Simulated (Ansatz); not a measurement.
# MnO (Fm-3m) in Ansatz: a series of runs, part 2 of 2

Ansatz 0.2.0.

## 6. Single point, B3LYP5, collinear spin, ferromagnetic start, 11.00 Å³/atom

Contents of input.yaml:

```yaml
crystal:
  lattice:
    - [0.0, 2.2239077028, 2.2239077028]
    - [2.2239077028, 0.0, 2.2239077028]
    - [2.2239077028, 2.2239077028, 0.0]
  atoms:
    - { symbol: Mn, position: [0.0, 0.0, 0.0], spin: 4.0 }
    - { symbol: O, position: [0.5, 0.5, 0.5] }
hamiltonian:
  xc: b3lyp5
  pseudopotentials: { kind: paw }
magnetization:
  spin_polarized: true
kpoints:
  mp_grid: { grid: [5, 5, 5] }
scf:
  occupations: { method: fermi_dirac, width: 0.05 }
output:
  forces: true
  stress: true
  eigenvalues: true
```

Potentials or basis: Ansatz PAW.

On the command line:

```sh
$ ansatz run input.yaml --threads 2 --pin off --max-ram 5632MiB --backend cpu --events-out ev --progress --plain --runs-dir out
```

Run time: 17 s. Hardware: 2 threads of Arm Neoverse V1, shared host; peak memory 0.6 GiB.

It converged, with:

| Item | Value |
| --- | --- |
| Free energy | -4471.6793 eV |
| Pressure | 5.6 GPa |
| Band gap on the k mesh | 2.04 eV, indirect (least direct gap 4.39 eV) |
| Net moment | 5.00 μB per cell |
| Absolute moment | 5.00 μB per cell |
| Site moments | Mn +4.29; O +0.27 μB |

Caveat: the k mesh is coarse (spacing up to 0.49 Å⁻¹), so the values aren't converged, least of all with exact exchange; the magnetic or orbital state may not be the lowest; odd divisions of the mesh miss points on the zone boundary, where band edges often lie, so the gap on the mesh can be too wide; the pressure holds a Pulay correction of +0.7 GPa for the finite cutoff; a cell with one magnetic atom can't hold antiferromagnetic order, which such compounds often take; the PAW data sets come from PBE, with cores solved anew for the run's functional, which leaves a small shift of forces and pressure; the thresholds are loose for stress.

## 7. Single point, B3LYP5, collinear spin, ferromagnetic start, 11.22 Å³/atom (volume scaled by 1.02)

input.yaml: that of step 6 with these lines changed.

```diff
@@ -2,5 +2,5 @@
   lattice:
-    - [0.0, 2.2239077028, 2.2239077028]
-    - [2.2239077028, 0.0, 2.2239077028]
-    - [2.2239077028, 2.2239077028, 0.0]
+    - [0.0, 2.2386359976, 2.2386359976]
+    - [2.2386359976, 0.0, 2.2386359976]
+    - [2.2386359976, 2.2386359976, 0.0]
   atoms:
@@ -21 +21,5 @@
   eigenvalues: true
+  write_density: true
+  write_potential: true
+  elf: true
+  volumetric_format: npy
```

On the command line:

```sh
$ ansatz run input.yaml --threads 2 --pin off --max-ram 5632MiB --backend cpu --events-out ev --progress --plain --runs-dir out
```

Wall time 17 s (2 threads of Arm Neoverse V1, shared host); peak memory 0.61 GiB.

The run converged. Its results:

```
Free energy            : -4471.6895 eV
Pressure               : 2.2 GPa
Band gap on the k mesh : 2.00 eV, indirect (least direct gap 4.51 eV)
Net moment             : 5.00 μB per cell
Absolute moment        : 5.00 μB per cell
Site moments           : Mn +4.30; O +0.26 μB
```

Caveat: the k mesh is coarse (spacing up to 0.49 Å⁻¹), so the values aren't converged, least of all with exact exchange; the magnetic or orbital state may not be the lowest; odd divisions of the mesh miss points on the zone boundary, where band edges often lie, so the gap on the mesh can be too wide; the pressure holds a Pulay correction of +0.7 GPa for the finite cutoff; a cell with one magnetic atom can't hold antiferromagnetic order, which such compounds often take; the PAW data sets come from PBE, with cores solved anew for the run's functional, which leaves a small shift of forces and pressure; the thresholds are loose for stress.

## 8. Single point, B3LYP5, collinear spin, ferromagnetic start, 11.44 Å³/atom (volume scaled by 1.04)

Contents of input.yaml:

```yaml
crystal:
  lattice:
    - [0.0, 2.2531730023, 2.2531730023]
    - [2.2531730023, 0.0, 2.2531730023]
    - [2.2531730023, 2.2531730023, 0.0]
  atoms:
    - { symbol: Mn, position: [0.0, 0.0, 0.0], spin: 4.0 }
    - { symbol: O, position: [0.5, 0.5, 0.5] }
hamiltonian:
  xc: b3lyp5
  pseudopotentials: { kind: paw }
magnetization:
  spin_polarized: true
kpoints:
  mp_grid: { grid: [5, 5, 5] }
scf:
  occupations: { method: fermi_dirac, width: 0.05 }
output:
  forces: true
  stress: true
  eigenvalues: true
```

On the command line:

```sh
$ ansatz run input.yaml --threads 2 --pin off --max-ram 5632MiB --backend cpu --events-out ev --progress --plain --runs-dir out
```

Wall time 17 s (2 threads of Arm Neoverse V1, shared host); peak memory 0.6 GiB.

It converged, with:

- Free energy: -4471.6913 eV
- Pressure: -0.8 GPa
- Band gap on the k mesh: 1.96 eV, indirect (least direct gap 4.37 eV)
- Net moment: 5.00 μB per cell
- Absolute moment: 5.00 μB per cell
- Site moments: Mn +4.32; O +0.25 μB

Caveat: the k mesh is coarse (spacing up to 0.48 Å⁻¹), so the values aren't converged, least of all with exact exchange; the magnetic or orbital state may not be the lowest; odd divisions of the mesh miss points on the zone boundary, where band edges often lie, so the gap on the mesh can be too wide; the pressure holds a Pulay correction of +0.7 GPa for the finite cutoff; a cell with one magnetic atom can't hold antiferromagnetic order, which such compounds often take; the PAW data sets come from PBE, with cores solved anew for the run's functional, which leaves a small shift of forces and pressure; the thresholds are loose for stress.

## 9. Single point, B3LYP5, collinear spin, ferromagnetic start, 11.66 Å³/atom (volume scaled by 1.06)

input.yaml: that of step 8 with these lines changed.

```diff
@@ -2,5 +2,5 @@
   lattice:
-    - [0.0, 2.2531730023, 2.2531730023]
-    - [2.2531730023, 0.0, 2.2531730023]
-    - [2.2531730023, 2.2531730023, 0.0]
+    - [0.0, 2.2675248097, 2.2675248097]
+    - [2.2675248097, 0.0, 2.2675248097]
+    - [2.2675248097, 2.2675248097, 0.0]
   atoms:
@@ -21 +21,5 @@
   eigenvalues: true
+  write_density: true
+  write_potential: true
+  elf: true
+  volumetric_format: npy
```

Potentials or basis: Ansatz PAW.

On the command line:

```sh
$ ansatz run input.yaml --threads 2 --pin off --max-ram 5632MiB --backend cpu --events-out ev --progress --plain --runs-dir out
```

Run time: 18 s. Hardware: 2 threads of Arm Neoverse V1, shared host; peak memory 0.61 GiB.

The run converged. Its results:

| Quantity | Value |
| --- | --- |
| Free energy | -4471.6854 eV |
| Pressure | -3.6 GPa |
| Band gap on the k mesh | 1.92 eV, indirect (least direct gap 4.22 eV) |
| Net moment | 5.00 μB per cell |
| Absolute moment | 5.00 μB per cell |
| Site moments | Mn +4.33; O +0.25 μB |

Caveat: the k mesh is coarse (spacing up to 0.48 Å⁻¹), so the values aren't converged, least of all with exact exchange; the magnetic or orbital state may not be the lowest; odd divisions of the mesh miss points on the zone boundary, where band edges often lie, so the gap on the mesh can be too wide; the pressure holds a Pulay correction of +0.6 GPa for the finite cutoff; a cell with one magnetic atom can't hold antiferromagnetic order, which such compounds often take; the PAW data sets come from PBE, with cores solved anew for the run's functional, which leaves a small shift of forces and pressure; the thresholds are loose for stress.

## 10. Equation of state, B3LYP5, collinear spin, ferromagnetic start

No new run: the results of the series are fitted here.

What came out:

```yaml
Equilibrium_volume: 11.38 Å³/atom
Bulk_modulus: 156 GPa
Pressure_derivative_of_the_bulk_modulus: "3.7 (rough: it moves with the points fitted)"
```

Energy against volume, from the lowest point:
```csv
volume (Å³/atom),energy (meV/atom)
10.339,53.38
10.559,32.00
10.779,16.64
10.999,6.01
11.219,0.94
11.439,0.00
11.659,2.96
```

Caveat: the k mesh is coarse (spacing up to 0.49 Å⁻¹), so the values aren't converged, least of all with exact exchange; the potentials were made for another functional, which shifts forces and pressure; the magnetic or orbital state may not be the lowest.
